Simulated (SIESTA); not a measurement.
# Bi under changes of volume

One of the cells (31.117 Å³/atom); the others are scaled copies at fixed shape and fractional positions:

```
CELL_PARAMETERS angstrom
-1.98143 1.98143 1.98143
1.98143 -1.98143 1.98143
1.98143 1.98143 -1.98143
ATOMIC_POSITIONS crystal
Bi 0.00000 0.00000 0.00000
```

This isn't the form of Bi at room conditions, which is rhombohedral.

- Program: SIESTA 5.4.2
- Functional: optB88-vdW
- Potentials or basis: PseudoDojo 0.4 standard (PBE files)
- Basis: TZ (energy shift 0.002 Ry)
- Grid cutoff: 500 Ry
- Energy shift: 0.002 Ry
- k mesh: 9 × 9 × 9
- Occupations: fermi-dirac, width 0.05 eV
- Spin: no spin polarisation

| volume (Å³/atom) | energy over the lowest point (meV/atom) | pressure (GPa) |
| --- | --- | --- |
| 29.250 | 56.38 | 6.8 |
| 29.872 | ? | ? |
| 30.495 | 17.29 | 3.5 |
| 31.117 | 6.57 | 2.1 |
| 31.739 | 1.07 | 0.9 |
| 32.362 | 0.00 | -0.2 |
| 32.984 | 2.69 | -1.1 |

Question: What does the run at 29.872 Å³/atom give?

Answer: Energy over the lowest point 33.53 meV/atom; pressure 5.0 GPa.

Worked out: A Birch-Murnaghan fit of order 3 (a polynomial in V^(-2/3)) to the other rows has its minimum at 32.22 Å³/atom with B0 = V·E''(V) = 53 GPa and B' = 5.6. It gives 33.58 meV/atom at 29.872 Å³/atom, against the run's 33.53, and -dE/dV = 5.0 GPa, against 5.0.

Energies are extrapolated to zero smearing.

Caveats: the basis has no polarisation orbitals; semicore shells carry a single zeta, which can move pressures by several GPa and volumes by a few percent; the potentials were made for another functional, which shifts forces and pressure; the basis of atomic orbitals isn't converged, which shifts pressures, moduli and gaps.
